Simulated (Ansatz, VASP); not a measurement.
**Ga in VASP and in Ansatz**

```
Ga
1.0
    -2.62277    2.62277    1.43077
     2.62277   -2.62277    1.43077
     2.62277    2.62277   -1.43077
Ga
2
Direct
  0.00000 0.00000 0.00000
  0.75000 0.25000 0.50000
```

Alike in both runs: task single point; functional PBE; k mesh 8 × 8 × 8; occupations gaussian, width 0.1 eV; no spin polarisation.

```csv
,VASP,Ansatz
version,VASP 6.6.1,Ansatz 0.2.0
potentials or method,"VASP PAW PBE potentials, release 64 (Ga_d)","scalar-relativistic, plane waves, PAW"
plane-wave cutoff (eV),520,420
valence electrons in the cell,26,26
```

Ansatz gave:

| Property | Result |
| --- | --- |
| gap on the k mesh at the Fermi level (eV) | none |
| pressure (GPa) | -0.4 |
| largest component of the traceless stress (GPa) | 3.26 |

Q: Which values does VASP return?

A: gap on the k mesh at the Fermi level (eV): none; pressure (GPa): -0.3; largest component of the traceless stress (GPa): 3.28.

A gap of «none» marks a metal or a gap that the smearing closes.
